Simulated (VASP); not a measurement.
The system is VO2.

```
CELL_PARAMETERS angstrom
4.53000 0.00000 0.00000
0.00000 4.53000 0.00000
0.00000 0.00000 2.86900
ATOMIC_POSITIONS crystal
V 0.00000 0.00000 0.00000
V 0.50000 0.50000 0.50000
O 0.30500 0.30500 0.00000
O 0.19500 0.80500 0.50000
O 0.69500 0.69500 0.00000
O 0.80500 0.19500 0.50000
```

* Program: VASP 6.6.1
* Task: relaxation of cell and atoms
* Functional: PBE
* Potentials or basis: VASP PAW PBE potentials, release 64 (V_sv, O)
* Cutoff: 600 eV
* k mesh: 8 × 8 × 14
* Occupations: methfessel-paxton, width 0.1 eV
* Spin: collinear spin, ferromagnetic start
* Starting moments: [1.0, 1.0, 0.0, 0.0, 0.0, 0.0] μB

At the start: pressure 5.2 GPa; volume 9.81 Å³/atom.

Task: How do energy, volume and symmetry change on relaxing?

Result: Over 5 steps the energy falls by 10.9 meV/atom and the volume is 9.97 Å³/atom (+1.6 %); space group P4_2/mnm (No. 136, to 0.05 Å); moment 2.00 μB per cell.

Step by step:
| step | energy change (eV) | largest force (eV/Å) | pressure (GPa) | volume (Å³) |
| --- | --- | --- | --- | --- |
| 1 | 0.0000 | 0.6140 | 5.19 | 58.87 |
| 2 | -0.0199 | 0.1044 | -6.88 | 61.62 |
| 3 | -0.0473 | 0.1800 | -2.00 | 60.41 |
| 4 | -0.0647 | 0.0347 | -0.35 | 59.91 |
| 5 | -0.0653 | 0.0076 | -0.11 | 59.82 |

Final structure:
```cif
data_structure
_symmetry_space_group_name_H-M 'P 1'
_symmetry_Int_Tables_number 1
_cell_length_a 4.5880
_cell_length_b 4.5880
_cell_length_c 2.8417
_cell_angle_alpha 90.000
_cell_angle_beta 90.000
_cell_angle_gamma 90.000
_cell_volume 59.82
loop_
_atom_site_label
_atom_site_type_symbol
_atom_site_fract_x
_atom_site_fract_y
_atom_site_fract_z
_atom_site_occupancy
V1 V 0.00000 0.00000 0.00000 1
V2 V 0.50000 0.50000 0.50000 1
O1 O 0.29992 0.29992 0.00000 1
O2 O 0.20008 0.79992 0.50000 1
O3 O 0.70008 0.70008 0.00000 1
O4 O 0.79992 0.20008 0.50000 1
```
